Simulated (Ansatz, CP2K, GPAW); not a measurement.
## ZnS: 3 runs at one level of theory

```
CELL_PARAMETERS angstrom
3.82121 0.00000 0.00000
1.91060 3.30926 0.00000
1.91060 1.10309 3.12000
ATOMIC_POSITIONS crystal
Zn 0.75000 0.75000 0.75000
S 0.00000 0.00000 0.00000
```

Alike in all runs: task single point; functional RPBE; k mesh 9 × 9 × 9; occupations gaussian, width 0.05 eV; no spin polarisation; no spin-orbit coupling. Pressure is positive in compression and, in plane waves, holds the error of the finite cutoff, which Ansatz's Pulay term estimates and takes out.

```tsv
program and potentials	plane-wave cutoff (eV)	notes	pressure (GPa)
Ansatz, Ansatz PAW	420	potentials made for PBE, which Ansatz adapts in part; Pulay term of +0.08 GPa included	4.19
GPAW, the program's PAW data sets (release 1.2.1) made for this functional	600	-	4.49
CP2K, POTENTIAL_UZH Zn GTH-PBE-q12, S GTH-PBE-q6; TZVP-MOLOPT-PBE-GTH basis	-	atomic basis; potentials made for PBE	4.19
```

The pressure spans 4.19 (CP2K, POTENTIAL_UZH Zn GTH-PBE-q12, S GTH-PBE-q6; TZVP-MOLOPT-PBE-GTH basis) to 4.49 GPa (GPAW, the program's PAW data sets (release 1.2.1) made for this functional). Some sets were made for another functional than the one run, which can shift their rows. Rows in atomic bases carry the error of their basis and grid, which can be large.

Differences between rows come from potentials, basis sets and numerical settings, since the functional is the same but for its coding. Runs on potential files found faulty are left out.
